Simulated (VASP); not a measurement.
Write the native input for VASP 6.6.1 that does the following.

* Task: relaxation of cell and atoms
* Functional: LDA
* Potentials or basis: VASP PAW LDA potentials, release 64 (Si, O)
* Cutoff: 600 eV
* k mesh: 8 × 8 × 10
* Occupations: gaussian, width 0.03 eV
* Spin: no spin polarisation
* Target pressure: 15 GPa
* Further INCAR settings: ALGO = Normal; EDIFF = 1e-06; IBRION = 2; EDIFFG = -0.01; NSW = 90; ISIF = 3
* Target pressure: 15 GPa

The structure of SiO2 (Stishovite) lies in POSCAR:

```
SiO2
1.0
    4.1773000000      0.0000000000      0.0000000000
    0.0000000000      4.1773000000      0.0000000000
    0.0000000000      0.0000000000      2.6652000000
Si O
2 4
Direct
    0.0000000000      0.0000000000      0.0000000000
    0.5000000000      0.5000000000      0.5000000000
    0.3059000000      0.3059000000      0.0000000000
    0.1941000000      0.8059000000      0.5000000000
    0.6941000000      0.6941000000      0.0000000000
    0.8059000000      0.1941000000      0.5000000000
```

These files were run (other wordings do the same):

INCAR

```
PREC = Accurate
ENCUT = 600
EDIFF = 1E-6
ISMEAR = 0
SIGMA = 0.03
LREAL = False
LASPH = True
NELM = 80
ALGO = Normal
ISIF = 3
LWAVE = False
LCHARG = False
GGA = CA
IBRION = 2
NSW = 90
EDIFFG = -0.01
PSTRESS = 150.0
KPAR = 2
```

KPOINTS

```
Automatic mesh
0
Gamma
  8 8 10
```

Potentials or basis: VASP PAW LDA potentials, release 64 (Si, O).

Command:

```sh
$ cat potpaw_LDA.64/Si/POTCAR potpaw_LDA.64/O/POTCAR > POTCAR
$ mpirun -np 2 vasp_std > vasp.out
```

It gave:

* Relaxed volume: 7.34 Å³/atom
* Relaxed cell: a = 4.086 Å, b = 4.086 Å, c = 2.639 Å, α = 90.00°, β = 90.00°, γ = 90.00°
* Space group after relaxing (to 0.05 Å): P4_2/mnm (No. 136)
* Energy change on relaxing (the enthalpy is what falls): +13.4 meV/atom
* Ionic steps: 8
* Pressure after relaxing: 14.8 GPa
* Largest force after relaxing: 0.004 eV/Å
* Band gap on the k mesh: 6.48 eV, direct

Caveat: the cell is relaxed towards a set pressure, so the enthalpy falls and the energy may rise.

Wall time 2.7 min on 2 MPI ranks on Intel(R) Xeon(R) Platinum 8488C (Sapphire Rapids), on a shared host, peak memory 0.2 GiB a rank.
